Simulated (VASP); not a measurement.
**VASP 6.6.1 run: MgS**

INCAR

```
LWAVE = .FALSE.
PREC = Accurate
METAGGA = R2SCAN
NSW = 0
LASPH = .TRUE.
EDIFF = 1E-7
LCHARG = .FALSE.
LREAL = .FALSE.
ISMEAR = 0
NELECT = 8.1
NELM = 58
ALGO = Normal
SIGMA = 0.01
IBRION = -1
ISIF = 2
ENCUT = 520
NBANDS = 28
```

KPOINTS

```
KPOINTS created by Atomic Simulation Environment
0
Gamma
8 8 8
0 0 0
```

POSCAR

```
Mg S
 1.0000000000000000
     0.0000000000000000    2.4714420401999999    2.4714420401999999
     2.4714420401999999    0.0000000000000000    2.4714420401999999
     2.4714420401999999    2.4714420401999999    0.0000000000000000
 Mg  S
   1   1
Cartesian
  0.0000000000000000  0.0000000000000000  0.0000000000000000
  2.4714420401999999  2.4714420401999999  2.4714420401999999
```

The recommended PBE PAW datasets give the neutral cell 8 valence electrons.

Command

```
mpirun -np 1 vasp_std
```

OSZICAR

```
N       E                     dE             d eps       ncg     rms          rms(c)
DAV:   1     0.183835933997E+02    0.18384E+02   -0.32310E+03  1648   0.246E+02
DAV:   2    -0.148912963230E+02   -0.33275E+02   -0.31770E+02  2080   0.695E+01
DAV:   3    -0.159212032049E+02   -0.10299E+01   -0.10234E+01  2012   0.105E+01
DAV:   4    -0.159245830975E+02   -0.33799E-02   -0.33796E-02  1944   0.627E-01
DAV:   5    -0.159245973331E+02   -0.14236E-04   -0.14236E-04  1984   0.429E-02    0.574E+00
DAV:   6    -0.143831856991E+02    0.15414E+01   -0.42603E-01  1744   0.223E+00    0.551E+00
DAV:   7    -0.143746629071E+02    0.85228E-02   -0.11249E-01  2016   0.100E+00    0.296E+00
DAV:   8    -0.143792984458E+02   -0.46355E-02   -0.54738E-03  1996   0.262E-01    0.375E-01
DAV:   9    -0.143793282613E+02   -0.29816E-04   -0.53609E-04  1948   0.577E-02    0.809E-02
DAV:  10    -0.143793651236E+02   -0.36862E-04   -0.69309E-05  1860   0.297E-02    0.955E-02
DAV:  11    -0.143793634160E+02    0.17075E-05   -0.10347E-05  1812   0.818E-03    0.121E-02
DAV:  12    -0.143793630705E+02    0.34556E-06   -0.49991E-07  2072   0.246E-03    0.609E-03
DAV:  13    -0.143793631474E+02   -0.76957E-07   -0.17524E-08  1084   0.500E-04
   1 F= -.14379363E+02 E0= -.14379325E+02  d E =-.772425E-04
```

Standard output (part)

```
POSCAR found type information on POSCAR MgS
 POSCAR found :  2 types and       2 ions
 LDA part: xc-table for (None), standard interpolation
 POSCAR, INCAR and KPOINTS ok, starting setup
 WAVECAR not read
 entering main loop
 the old and the new charge density differ
    0.574E+00
```

From OUTCAR

```
k-points           NKPTS =     29   k-points in BZ     NKDIM =     29   number of bands    NBANDS=     28

   NELECT =       8.1000    total number of electrons

   dimension x,y,z NGX =    28 NGY =   28 NGZ =   28
   dimension x,y,z NGXF=    56 NGYF=   56 NGZF=   56

  energy-cutoff  :      520.00
  volume of cell :       30.19
      direct lattice vectors                 reciprocal lattice vectors
     0.000000000  2.471442040  2.471442040    -0.202311036  0.202311036  0.202311036
     2.471442040  0.000000000  2.471442040     0.202311036 -0.202311036  0.202311036
     2.471442040  2.471442040  0.000000000     0.202311036  0.202311036 -0.202311036

 k-points in reciprocal lattice and weights: KPOINTS created by Atomic Simulation Env
   0.00000000  0.00000000  0.00000000       0.002
   0.12500000  0.00000000  0.00000000       0.016
   0.25000000  0.00000000  0.00000000       0.016
   0.37500000  0.00000000  0.00000000       0.016
   0.50000000  0.00000000  0.00000000       0.008
   0.12500000  0.12500000  0.00000000       0.012
   0.25000000  0.12500000  0.00000000       0.047
   0.37500000  0.12500000  0.00000000       0.047
   ...

 E-fermi :   9.1928

 k-point     1 :       0.0000    0.0000    0.0000
  band No.  band energies     occupation
      1      -9.2554      2.00000
      2       4.9403      2.00000
      3       4.9403      2.00000
      4       4.9403      2.00000
      5      10.9634      0.00000
      6      13.2877      0.00000
      7      13.2877      0.00000
      8      13.2877      0.00000
      9      16.0125      0.00000
     10      16.0125      0.00000
     11      18.8452      0.00000
     12      20.6909      0.00000
     13      20.6910      0.00000
     14      20.6910      0.00000
     15      30.3265      0.00000
     16      35.4236      0.00000
     17      35.4236      0.00000
     18      35.4236      0.00000
     19      41.2370      0.00000
     20      41.2370      0.00000
     21      41.2370      0.00000
     22      41.6705      0.00000
     23      41.6705      0.00000
     24      44.0422      0.00000
     25      44.0422      0.00000
     26      44.0422      0.00000
     27      46.8912      0.00000
     28      46.8912      0.00000

 k-point     2 :       0.1250    0.0000    0.0000
  band No.  band energies     occupation
      1      -9.0593      2.00000
      2       3.7955      2.00000
      3       4.7943      2.00000
      4       4.7943      2.00000
      5      11.5379      0.00000
      6      13.2845      0.00000
      7      13.6271      0.00000
      8      13.6271      0.00000
      9      15.5223      0.00000
     10      15.5223      0.00000
     11      19.8136      0.00000
     12      20.8178      0.00000
     13      21.9922      0.00000
     14      21.9922      0.00000
     15      31.0750      0.00000
     16      33.6264      0.00000
     17      33.6264      0.00000
     18      33.8582      0.00000
     19      39.4527      0.00000
     20      39.4527      0.00000
     21      42.2129      0.00000
     22      42.2129      0.00000
     23      42.4814      0.00000
     24      44.3305      0.00000
     25      44.7672      0.00000
     26      44.7672      0.00000
     27      49.1603      0.00000
     28      49.1603      0.00000

 ...

  Total        4.2078748      4.2078748      4.2078748      0.0000000      0.0000000     -0.0000000
  in kB      223.3017404    223.3017404    223.3017404      0.0000000      0.0000000     -0.0000000
  external PRESSURE =     223.3017404 kB  Pullay stress =       0.0000000 kB

 POSITION                                       TOTAL-FORCE (eV/Angst)
 -----------------------------------------------------------------------------------
      0.00000      0.00000      0.00000        -0.000000      0.000000      0.000000
      2.47144      2.47144      2.47144         0.000000     -0.000000     -0.000000
 -----------------------------------------------------------------------------------
    total drift:                                0.000000      0.000000      0.000000

  FREE ENERGIE OF THE ION-ELECTRON SYSTEM (eV)
  ---------------------------------------------------
  free  energy   TOTEN  =       -14.3793631474 eV

  energy  without entropy=      -14.3792859049  energy(sigma->0) =      -14.37932453
```

It converged. Results: pressure 22.3 GPa.

The cell is charged and sits in a uniform background.

For comparison, a separate r²SCAN run of the intended cell, on usual settings and not on those above, gives a gap of 3.75 eV on its mesh and a pressure of 16.2 GPa.

The run above took about 81 s on one core of a shared host (Intel Xeon Platinum 8488C) and held 0.17 GiB at most.
